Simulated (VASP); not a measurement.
# Mg (I4/mmm) in VASP: notebook

The runs below take Mg through single point, with PBE.

Everything below comes from runs of VASP 6.6.1. Logs are shortened: lines on timing, memory, paths and dates and some standing lists are left out, and cuts for length are marked.

**1. The undisturbed crystal**

Symmetry: I4/mmm, No. 139, tetragonal system. The conventional cell has a = 3.672 Å, b = 3.672 Å, c = 3.359 Å, α = 90.00°, β = 90.00°, γ = 90.00°. Mg (site symmetry 4/mmm) is surrounded by 10 Mg at 3.09 to 3.36 Å.

This isn't the form of Mg at room conditions, which is hcp.

**2. Single point, PBE (biaxial strain in the a-b plane, c and atoms relaxed: -1.0 %)**

The input, INCAR:

```
  PREC = Accurate
  ENCUT = 520
  EDIFF = 1E-6
  ISMEAR = 0
  SIGMA = 0.1
  LREAL = F
  LASPH = T
  NELM = 80
  ALGO = Normal
  ISIF = 2
  LWAVE = F
  LCHARG = F
  GGA = PE
  NBANDS = 9
```

The input, KPOINTS:

```
Automatic mesh
0
Gamma
  12 12 12
```

The input, POSCAR:

```
Mg
1.0
    3.6344470830      0.0000000000      0.0000000000
    0.0000000000      3.6344470830      0.0000000000
    0.0000000000      0.0000000000      3.4302875304
Mg
2
Direct
    0.0000000000      0.0000000000      0.0000000000
    0.5000000000      0.5000000000      0.5000000000
```

Potentials or basis: VASP PAW PBE potentials, release 64 (Mg).

On the command line:

```
cat potpaw_PBE.64/Mg/POTCAR > POTCAR
mpirun -np 1 vasp_std > vasp.out
```

OUTCAR:

```text
PREC = Accurate
   ENCUT = 520
   EDIFF = 1E-6
   ISMEAR = 0
   LREAL = F
   LASPH = T
   NELM = 80
   ISIF = 2
   GGA = PE

 ion  position               nearest neighbor table
   1  0.000  0.000  0.000-   2 3.09   2 3.09   2 3.09   2 3.09   2 3.09   2 3.09   2 3.09   2 3.09

   2  0.500  0.500  0.500-   1 3.09   1 3.09   1 3.09   1 3.09   1 3.09   1 3.09   1 3.09   1 3.09

  LATTYP: Found a simple tetragonal cell.
 ALAT       =     3.6344470830
 C/A-ratio  =     0.9438265167

  Lattice vectors:

 A1 = (   3.6344470830,   0.0000000000,   0.0000000000)
 A2 = (   0.0000000000,   3.6344470830,   0.0000000000)
 A3 = (   0.0000000000,   0.0000000000,   3.4302875304)

Analysis of symmetry for initial positions (statically):
=====================================================================
 Subroutine PRICEL returns following result:

  LATTYP: Found a body centered tetragonal cell.
 ALAT       =     3.6344470830
 C/A-ratio  =     0.9438265167

  Lattice vectors:

 A1 = (  -1.8172235415,  -1.8172235415,  -1.7151437652)
 A2 = (   1.8172235415,   1.8172235415,  -1.7151437652)
 A3 = (   1.8172235415,  -1.8172235415,   1.7151437652)

   2 primitive cells build up your supercell.

 Routine SETGRP: Setting up the symmetry group for a
 simple tetragonal supercell.

 Subroutine GETGRP returns: Found 16 space group operations
 (whereof 16 operations were pure point group operations)
 out of a pool of 16 trial point group operations.

The static configuration has the point symmetry D_4h.

Analysis of symmetry for dynamics (positions and initial velocities):
=====================================================================
 Subroutine PRICEL returns following result:

  LATTYP: Found a body centered tetragonal cell.
 ALAT       =     3.6344470830
 C/A-ratio  =     0.9438265167

  Lattice vectors:

 A1 = (  -1.8172235415,  -1.8172235415,  -1.7151437652)
 A2 = (   1.8172235415,   1.8172235415,  -1.7151437652)
 A3 = (   1.8172235415,  -1.8172235415,   1.7151437652)

   2 primitive cells build up your supercell.

 Routine SETGRP: Setting up the symmetry group for a
 simple tetragonal supercell.

 Subroutine GETGRP returns: Found 16 space group operations
 (whereof 16 operations were pure point group operations)
 out of a pool of 16 trial point group operations.

The dynamic configuration has the point symmetry D_4h.

[... 98 lines left out ...]
   EDIFFG = 0.1E-04   stopping-criterion for IOM
   NSW    =      0    number of steps for IOM
   IBRION =     -1    ionic relax: 0-MD 1-quasi-New 2-CG
   NFREE  =      0    steps in history (QN), initial steepest desc. (CG)
   ISIF   =      2    stress and relaxation
   ISYM   =      2    0-nonsym 1-usesym 2-fastsym
   POTIM  = 0.5000    time-step for ionic-motion
   TEBEG  =    0.0;   TEEND  =   0.0 temperature during run
   PSTRESS=    0.0 pullay stress
   NELECT =       4.0000    total number of electrons
   NUPDOWN=      -1.0000    fix difference up-down
   EMIN   =  10.00;   EMAX   =-10.00  energy-range for DOS
   EFERMI =   0.00;   METHOD = LEGACY
   ISMEAR =     0;   SIGMA  =   0.10  broadening in eV -4-tet -1-fermi 0-gaus
   EFERMI_NEDOS =   21; number of points for ismear=-14 and -15
   IALGO  =     38    algorithm
   IMIX   =      4    mixing-type and parameters
     AMIX     =   0.40;   BMIX     =  1.00
     AMIX_MAG =   1.60;   BMIX_MAG =  1.00
  volume/ion in A,a.u.               =      22.66       152.89
  Fermi-wavevector in a.u.,A,eV,Ry     =   0.728941  1.377499  7.229525  0.531355
  Thomas-Fermi vector in A             =   1.820539
   LORBIT       =      0    0 simple, 1 ext, 2 COOP (PROOUT), +10 PAW based schemes
   GGA     = PE    functional components
   LHFCALC =     F    Hartree Fock is set to
   AEXX    =    0.0000 exact exchange contribution
   IVDW    =     0    specifies the selected vdW correction
   LEPSILON=     F    determine dielectric tensor
   LRPA    =     F    only Hartree local field effects (RPA)
 non-spin polarized calculation
 Gauss-broadening in eV      SIGMA  =   0.10
  energy-cutoff  :      520.00
  volume of cell :       45.31
 maximum number of plane-waves:      1252
 NGX is ok and might be reduce to    28
   NGX = 13   NGY = 13   NGZ = 13

 number of electron       4.0000000 magnetization

 Free energy of the ion-electron system (eV)
  ---------------------------------------------------
  ext. energy  EPLUGINS =         0.00000000
  ---------------------------------------------------
  free energy    TOTEN  =        -2.95660671 eV

  energy without entropy =       -2.95241719  energy(sigma->0) =       -2.95451195

 E-fermi :   2.7342     XC(G=0):  -8.5353

 val. band max:        2.7172431976   @ k =   0.0833   0.0000   0.2500
 cond. band min:       2.7396262357   @ k =   0.4167   0.0833   0.5000
 fundamental gap:      0.0223830381
 Fermi energy:         2.7341991681

 k-point     1 :       0.0000    0.0000    0.0000
  band No.  band energies     occupation
      1      -4.2828      2.00000
      2       6.1716      0.00000
      3       6.1716      0.00000
      4       6.4504      0.00000
      5       6.8926      0.00000
      6       7.5562      0.00000
      7      10.5105      0.00000
      8      15.0722      0.00000
      9      16.2582      0.00000
[... 265 lines left out ...]
 k-point    24 :       0.4167    0.3333    0.0000
  band No.  band energies     occupation
      1      -1.0826      2.00000
      2       0.7267      2.00000
      3       2.6023      1.93778
      4       4.3610      0.00000
      5      10.3211      0.00000
      6      11.8132      0.00000
      7      11.9228      0.00000
      8      13.5693      0.00000
      9      13.6955      0.00000

 [... further k-points ...]

------------------------ aborting loop because EDIFF is reached ----------------------------------------

  FORCE on cell =-STRESS in cart. coord.  units (eV):
  Direction    XX          YY          ZZ          XY          YZ          ZX
  --------------------------------------------------------------------------------------
  -------------------------------------------------------------------------------------
  Total        0.1737730      0.1737730     -0.0930755      0.0000000      0.0000000      0.0000000
  in kB        6.1444888      6.1444888     -3.2910815      0.0000000      0.0000000      0.0000000
  external PRESSURE =       2.9992987 kB  Pullay stress =       0.0000000 kB

 VOLUME and BASIS-vectors are now :
 -----------------------------------------------------------------------------
  energy-cutoff  :      520.00
  volume of cell :       45.31
      direct lattice vectors                 reciprocal lattice vectors
     3.634447083  0.000000000  0.000000000     0.275145016  0.000000000  0.000000000
     0.000000000  3.634447083  0.000000000     0.000000000  0.275145016  0.000000000
     0.000000000  0.000000000  3.430287530     0.000000000  0.000000000  0.291520752

 POSITION                                       TOTAL-FORCE (eV/Angst)
 -----------------------------------------------------------------------------------
      0.00000      0.00000      0.00000         0.000000      0.000000     -0.000000
      1.81722      1.81722      1.71514        -0.000000     -0.000000      0.000000
 -----------------------------------------------------------------------------------
    total drift:                               -0.000000     -0.000000     -0.000000

  FREE ENERGIE OF THE ION-ELECTRON SYSTEM (eV)
  ---------------------------------------------------
  free  energy   TOTEN  =        -2.9566067055 eV

  energy  without entropy=       -2.9524171879  energy(sigma->0) =       -2.95451195
```

stdout:

```text
POSCAR found type information on POSCAR Mg
 POSCAR found :  1 types and       2 ions
 scaLAPACK will be used
 LDA part: xc-table for (Slater+PW92), standard interpolation
 POSCAR, INCAR and KPOINTS ok, starting setup
 FFT: planning ... GRIDC
 FFT: planning ... GRID_SOFT
 FFT: planning ... GRID
 WAVECAR not read
 entering main loop
```

It took 25 s on 1 thread of AMD EPYC 9R45 (Zen 5), shared host; peak memory 0.18 GiB.

Results:

```
Free energy            : -2.9566 eV
Pressure               : 0.3 GPa
Band gap on the k mesh : none (metal or under the smearing width)
```

Levels at points of the mesh, in eV from the Fermi level:
```tsv
k point	band 1	band 2	band 3	band 4	band 5	band 6
(0.00, 0.00, 0.00)	-7.02	3.44	3.44	3.72	4.16	4.82
(0.50, 0.00, 0.00)	-4.20	-4.20	5.90	5.90	6.82	6.82
(0.50, 0.50, 0.00)	-1.69	-1.69	-1.20	-1.20	9.38	9.38
(0.00, 0.00, 0.50)	-3.86	-3.86	6.21	6.21	6.21	6.21
(0.50, 0.00, 0.50)	-1.43	-1.43	-0.78	-0.78	8.34	8.34
(0.50, 0.50, 0.50)	1.10	1.10	1.25	1.25	1.25	1.25
```

**3. Single point, PBE (Mg replaced by Ca, lengths x 1.149, strained and moved within the space group)**

The input, INCAR:

```
PREC = Accurate
ENCUT = 520
EDIFF = 1E-6
ISMEAR = 0
SIGMA = 0.1
LREAL = F
LASPH = T
NELM = 100
ALGO = Normal
ISIF = 2
LWAVE = F
LCHARG = T
GGA = PE
LELF = T
LVHAR = T
NBANDS = 11
```

The input, KPOINTS:

```
regular mesh
0
Gamma
  14 14 14
```

The input, POSCAR:

```
Ca
1.0
   -2.1807361690      2.1807361690      2.0526319108
    2.1807361690     -2.1807361690      2.0526319108
    2.1807361690      2.1807361690     -2.0526319108
Ca
1
Direct
    0.0000000000      0.0000000000      0.0000000000
```

Potentials or basis: VASP PAW PBE potentials, release 64 (Ca_sv).

On the command line:

```
cat potpaw_PBE.64/Ca_sv/POTCAR > POTCAR
mpirun -np 1 vasp_std > vasp.out
```

OUTCAR:

```text
PREC = Accurate
   ENCUT = 520
   EDIFF = 1E-6
   ISMEAR = 0
   LREAL = F
   LASPH = T
   NELM = 100
   ISIF = 2
   GGA = PE

 ion  position               nearest neighbor table
   1  0.000  0.000  0.000-

  LATTYP: Found a body centered tetragonal cell.
 ALAT       =     4.3614723380
 C/A-ratio  =     0.9412564161

  Lattice vectors:

 A1 = (  -2.1807361690,   2.1807361690,   2.0526319108)
 A2 = (   2.1807361690,  -2.1807361690,   2.0526319108)
 A3 = (   2.1807361690,   2.1807361690,  -2.0526319108)

Analysis of symmetry for initial positions (statically):
=====================================================================
 Subroutine PRICEL returns:
 Original cell was already a primitive cell.

 Routine SETGRP: Setting up the symmetry group for a
 body centered tetragonal supercell.

 Subroutine GETGRP returns: Found 16 space group operations
 (whereof 16 operations were pure point group operations)
 out of a pool of 16 trial point group operations.

The static configuration has the point symmetry D_4h.

Analysis of symmetry for dynamics (positions and initial velocities):
[... 165 lines left out ...]
 k-point     1 :       0.0000    0.0000    0.0000
  band No.  band energies     occupation
      1     -39.5458      2.00000
      2     -20.4597      2.00000
      3     -20.4443      2.00000
      4     -20.4443      2.00000
      5      -1.8802      2.00000
      6       4.5432      0.00000
      7       4.8497      0.00000
      8       4.8497      0.00000
      9       5.6610      0.00000
     10       6.0605      0.00000
     11      12.6978      0.00000
[... 309 lines left out ...]
 k-point    24 :       0.2857    0.1429    0.0000
  band No.  band energies     occupation
      1     -39.5265      2.00000
      2     -20.6046      2.00000
      3     -20.5013      2.00000
      4     -20.4670      2.00000
      5       0.6090      2.00000
      6       3.1869      0.00000
      7       3.6420      0.00000
      8       5.6702      0.00000
      9       6.3111      0.00000
     10       6.5054      0.00000
     11       9.0070      0.00000

 [... further k-points ...]

------------------------ aborting loop because EDIFF is reached ----------------------------------------

  FORCE on cell =-STRESS in cart. coord.  units (eV):
  Direction    XX          YY          ZZ          XY          YZ          ZX
  --------------------------------------------------------------------------------------
  -------------------------------------------------------------------------------------
  Total        0.3504793      0.3504793      0.3475573      0.0000000      0.0000000     -0.0000000
  in kB       14.3812171     14.3812171     14.2613187      0.0000000      0.0000000     -0.0000000
  external PRESSURE =      14.3412509 kB  Pullay stress =       0.0000000 kB

 VOLUME and BASIS-vectors are now :
 -----------------------------------------------------------------------------
  energy-cutoff  :      520.00
  volume of cell :       39.05
      direct lattice vectors                 reciprocal lattice vectors
    -2.180736169  2.180736169  2.052631911     0.000000000  0.229280372  0.243589704
     2.180736169 -2.180736169  2.052631911     0.229280372  0.000000000  0.243589704
     2.180736169  2.180736169 -2.052631911     0.229280372  0.229280372  0.000000000

 POSITION                                       TOTAL-FORCE (eV/Angst)
 -----------------------------------------------------------------------------------
      0.00000      0.00000      0.00000        -0.000000     -0.000000      0.000000
 -----------------------------------------------------------------------------------
    total drift:                               -0.000000     -0.000000     -0.000000

  FREE ENERGIE OF THE ION-ELECTRON SYSTEM (eV)
  ---------------------------------------------------
  free  energy   TOTEN  =        -1.9037833344 eV

  energy  without entropy=       -1.8971634879  energy(sigma->0) =       -1.90047341
```

stdout:

```text
POSCAR found type information on POSCAR Ca
 POSCAR found :  1 types and       1 ions
 scaLAPACK will be used
 LDA part: xc-table for (Slater+PW92), standard interpolation
 POSCAR, INCAR and KPOINTS ok, starting setup
 FFT: planning ... GRIDC
 FFT: planning ... GRID_SOFT
 FFT: planning ... GRID
 WAVECAR not read
 entering main loop
```

It took 72 s on 1 thread of Intel Xeon Platinum 8259CL at 2.50GHz (Skylake/Cascade Lake), shared host; peak memory 0.23 GiB.

Results:

```
Free energy            : -1.9038 eV
Pressure               : 1.4 GPa
Band gap on the k mesh : none (metal or under the smearing width)
```

**4. Single point, PBE (strained and moved within a subgroup)**

The input, INCAR:

```
ALGO = Normal
EDIFF = 1E-6
ENCUT = 520
GGA = PE
ISIF = 2
ISMEAR = 0
LASPH = True
LCHARG = False
LREAL = False
LWAVE = False
NBANDS = 7
NELM = 100
PREC = Accurate
SIGMA = 0.1
```

The input, KPOINTS:

```
k-points
0
Gamma
  16 16 14
```

The input, POSCAR:

```
Mg
1.0
   -1.8309935054      1.8198758508      1.6362097486
    1.8198758508     -1.8309935054      1.6362097486
    1.7942736728      1.7942736728     -1.6483640132
Mg
1
Direct
    0.0000000000      0.0000000000      0.0000000000
```

Potentials or basis: VASP PAW PBE potentials, release 64 (Mg).

On the command line:

```
cat potpaw_PBE.64/Mg/POTCAR > POTCAR
mpirun -np 1 vasp_std > vasp.out
```

Run time: 53 s. Hardware: 1 thread of Intel Xeon Platinum 8259CL at 2.50GHz (Skylake/Cascade Lake), shared host; peak memory 0.26 GiB.

Results (log left out):

- Free energy: -1.4634 eV
- Pressure: 2.9 GPa
- Band gap on the k mesh: none (metal or under the smearing width)

Stress tensor (GPa, compression positive):
```
2.67 0.81 0.26
0.81 2.67 0.26
0.26 0.26 3.35
```

Levels at points of the mesh, in eV from the Fermi level:
```tsv
k point	band 1	band 2	band 3	band 4	band 5	band 6
(0.00, 0.00, 0.00)	-7.29	12.11	14.18	14.39	14.42	14.52
(0.50, 0.00, 0.00)	-1.40	-0.60	8.29	9.29	10.05	11.80
(0.50, 0.50, 0.00)	-1.99	-1.54	10.24	11.30	12.19	12.75
(0.00, 0.00, 0.50)	-1.83	-1.25	10.16	11.03	11.99	12.40
(0.50, 0.00, 0.50)	-1.47	-0.70	8.32	9.29	10.22	11.92
(0.50, 0.50, 0.50)	3.20	3.34	3.51	4.19	5.79	8.67
```

**5. Overview**

| potentials or basis | cell | k mesh | gap on the mesh (eV) | pressure (GPa) |
| --- | --- | --- | --- | --- |
| VASP PAW PBE potentials, release 64 (Mg) | biaxial strain in the a-b plane, c and atoms relaxed: -1.0 % | 12 × 12 × 12 | none | 0.3 |
| VASP PAW PBE potentials, release 64 (Ca_sv) | Mg replaced by Ca, lengths x 1.149, strained and moved within the space group | 14 × 14 × 14 | none | 1.4 |
| VASP PAW PBE potentials, release 64 (Mg) | strained and moved within a subgroup | 16 × 16 × 14 | none | 2.9 |

Alike in all rows: task single point; level PBE; no spin polarisation; cutoff (eV) 520; smearing gaussian 0.1 eV.

Total energies depend on the potentials used, so only differences within one code and one set of settings carry meaning.
